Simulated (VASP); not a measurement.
Write the native input for VASP 6.6.1 that does the following.

```yaml
Task: single point
Functional: LDA
Potentials_or_basis: VASP PAW LDA potentials, release 64 (Cs_sv, Pb_d, Cl)
Cutoff: 520 eV
k_mesh: 4 × 4 × 4
Occupations: gaussian, width 0.01 eV
Spin: no spin polarisation
Dipole_correction: no
Further_INCAR_settings: ALGO = Normal; EDIFF = 1e-06; NBANDS = 30
```

The structure of CsPbCl3 lies in POSCAR:

```
CsPbCl3
1.0
    5.6770717657      0.0000000000      0.0000000000
    0.0000000000      5.6770717657      0.0000000000
    0.0000000000      0.0000000000      5.6770717657
Cs Pb Cl
1 1 3
Direct
    0.0000000000      0.0000000000      0.0000000000
    0.5000000000      0.5000000000      0.5000000000
    0.5000000000      0.5000000000      0.0000000000
    0.5000000000      0.0000000000      0.5000000000
    0.0000000000      0.5000000000      0.5000000000
```

The cell was built by a generator and needn't be a form met in nature.

These files were run (other wordings do the same):

INCAR

```
SYSTEM = CsPbCl3
PREC = Accurate
ENCUT = 520
EDIFF = 1E-6
ISMEAR = 0
SIGMA = 0.01
LREAL = .False.
LASPH = .True.
NELM = 80
ALGO = Normal
ISIF = 2
LWAVE = .False.
LCHARG = .False.
GGA = CA
NBANDS = 30
```

KPOINTS

```
Automatic mesh
0
Gamma
  4 4 4
  0 0 0
```

Potentials or basis: VASP PAW LDA potentials, release 64 (Cs_sv, Pb_d, Cl).

Launch:

```bash
$ cat potpaw_LDA.64/Cs_sv/POTCAR potpaw_LDA.64/Pb_d/POTCAR potpaw_LDA.64/Cl/POTCAR > POTCAR
$ mpirun -np 1 vasp_std > vasp.out
```

Results of the run:

```yaml
Pressure: -2.0 GPa
Band_gap_on_the_k_mesh: 1.87 eV, direct
```

Caveat: spin-orbit coupling is left out, which as a rule narrows the gap of such compounds by several tenths of an eV.

Run time: 26 s on 1 thread of Intel(R) Xeon(R) Platinum 8488C (Sapphire Rapids), with other jobs on the host, peak memory 0.23 GiB.
